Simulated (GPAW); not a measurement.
# TePb: band structure with WC

**Measured values to compare with.**

A printed reference work, monograph reports, for a bulk crystal of TePb at 4.2 K: band gap 0.19 eV (direct).

Crystal: TePb.

```
CELL_PARAMETERS angstrom
4.56932 0.00000 0.00000
2.28466 3.95715 0.00000
2.28466 1.31905 3.73084
ATOMIC_POSITIONS crystal
Pb 0.00000 0.00000 0.00000
Te 0.50000 0.50000 0.50000
```

```
Program                   : GPAW 26.7.0
Task                      : band structure
Functional                : WC
Potentials or basis       : PAW data sets generated in the run's folder for this functional
Cutoff                    : 600 eV
Basis                     : pw
k mesh                    : 6 × 6 × 6
Occupations               : fermi-dirac, width 0.05 eV
Spin                      : spin-orbit coupling, no magnetisation
Maxiter                   : 150
Band path                 : GXWKGLUWLK,UX
Band points               : 60
spin axis theta (degrees) : 0
spin axis phi (degrees)   : 0
Soc after scf             : second variation
```

```json
{"Pressure": "-0.6 GPa", "Band gap on the k mesh": "0.17 eV, indirect (least direct gap 0.38 eV)", "Band gap along the path": "0.12 eV, indirect (least direct gap 0.36 eV)"}
```

Levels at the corners of the path, in eV from the valence-band top:
| point | band 17 | band 18 | band 19 | band 20 | band 21 | band 22 | band 23 | band 24 |
| --- | --- | --- | --- | --- | --- | --- | --- | --- |
| Γ | -0.91 | -0.91 | -0.91 | -0.91 | 2.24 | 2.26 | 4.90 | 4.90 |
| X | -3.27 | -3.27 | -2.41 | -2.41 | 3.25 | 3.25 | 4.32 | 4.32 |
| W | -3.80 | -3.80 | -0.32 | -0.32 | 1.43 | 1.43 | 5.16 | 5.16 |
| K | -2.65 | -2.65 | -1.82 | -1.82 | 2.92 | 2.92 | 4.13 | 4.13 |
| Γ | -0.91 | -0.91 | -0.91 | -0.91 | 2.24 | 2.26 | 4.90 | 4.90 |
| L | -0.57 | -0.57 | -0.31 | -0.31 | 0.14 | 0.14 | 1.32 | 1.32 |
| U | -2.65 | -2.65 | -1.82 | -1.82 | 2.92 | 2.92 | 4.13 | 4.13 |
| W | -3.80 | -3.80 | -0.32 | -0.32 | 1.43 | 1.43 | 5.16 | 5.16 |
| L | -0.57 | -0.57 | -0.31 | -0.31 | 0.14 | 0.14 | 1.32 | 1.32 |
| K | -2.65 | -2.65 | -1.82 | -1.82 | 2.92 | 2.92 | 4.13 | 4.13 |
| U | -2.65 | -2.65 | -1.82 | -1.82 | 2.92 | 2.92 | 4.13 | 4.13 |
| X | -3.27 | -3.27 | -2.41 | -2.41 | 3.25 | 3.25 | 4.32 | 4.32 |

It took 59 s on 1 thread of AMD EPYC 7B13 (Zen 3), on a shared host, peak memory 0.31 GiB.

Against the measured direct gap of TePb, 0.19 eV (direct; 4.2 K; a printed reference work, monograph), the calculated 0.36 eV is off by +0.17 eV. The value is that of WC, without temperature or zero-point motion.

Caveat: spin-orbit coupling was added after a scalar SCF, so levels and gaps hold it while energy, forces, pressure and moments don't; this program's spin-orbit splittings come out too wide for heavy elements.
